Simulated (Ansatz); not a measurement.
Crystal: TiTe.

```
CELL_PARAMETERS angstrom
3.84200 0.00000 0.00000
-1.92100 3.32727 0.00000
0.00000 0.00000 6.40300
ATOMIC_POSITIONS crystal
Te 0.66667 0.33333 0.75000
Te 0.33333 0.66667 0.25000
Ti 0.00000 0.00000 0.50000
Ti 0.00000 0.00000 0.00000
```

Base run:

| Property | Result |
| --- | --- |
| Program | Ansatz 0.2.0 |
| Functional | PBEsol |
| Potentials or basis | Ansatz PAW |
| Cutoff | 420 eV |
| Density cutoff | 1680 eV |
| k mesh | 8 × 8 × 4 |
| Occupations | fermi-dirac, width 0.05 eV |
| Spin | no spin polarisation |
| Hubbard terms | Ti d U = 3 eV |

Its results: band gap on the k mesh none (metal or under the smearing width); pressure 6.2 GPa.

Task: The run is repeated on the same cell with these changes: hubbard terms from Ti d U = 3 eV to Ti d U = 4 eV. What comes out?

Result: Band gap on the k mesh none (metal or under the smearing width); pressure 7.5 GPa.

Caveats: U without spin polarisation on a metal has little footing; the PAW data sets come from PBE, with cores solved anew for the run's functional, which leaves a small shift of forces and pressure; the U is typed as a test and isn't derived for this compound; the density of states is complete only up to the lowest level of the last band computed.

Not every run made on this cell is shown here.
